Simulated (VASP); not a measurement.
Here is a VASP 6.6.1 calculation.

INCAR

```
PREC = Accurate
ENCUT = 520
EDIFF = 1E-6
ISMEAR = 0
SIGMA = 0.1
LREAL = F
LASPH = T
NELM = 100
ALGO = Normal
ISIF = 2
LWAVE = F
LCHARG = F
GGA = PE
NBANDS = 15
```

Contents of KPOINTS:

```
regular mesh
0
Gamma
  15 15 12
```

Contents of POSCAR:

```
HfB2
1.0
    3.1450633627      0.0000000000      0.0000000000
   -1.5725316813      2.7237047686      0.0000000000
    0.0000000000      0.0000000000      3.4872976848
Hf B
1 2
Direct
    0.0000000000      0.0000000000      0.0000000000
    0.3333333333      0.6666666667      0.5000000000
    0.6666666667      0.3333333333      0.5000000000
```

Potentials or basis: VASP PAW PBE potentials, release 64 (Hf_pv, B).

Command:

```sh
$ cat potpaw_PBE.64/Hf_pv/POTCAR potpaw_PBE.64/B/POTCAR > POTCAR
$ mpirun -np 1 vasp_std > vasp.out
```

Predict the band gap on the k mesh.

none (metal or under the smearing width).

What does it give for the pressure?

-0.4 GPa.

Stress tensor (GPa, compression positive):
```
-0.46  0.00  0.00
 0.00 -0.46  0.00
 0.00  0.00 -0.18
```

Spin-orbit coupling is left out, which matters for the levels of Hf.
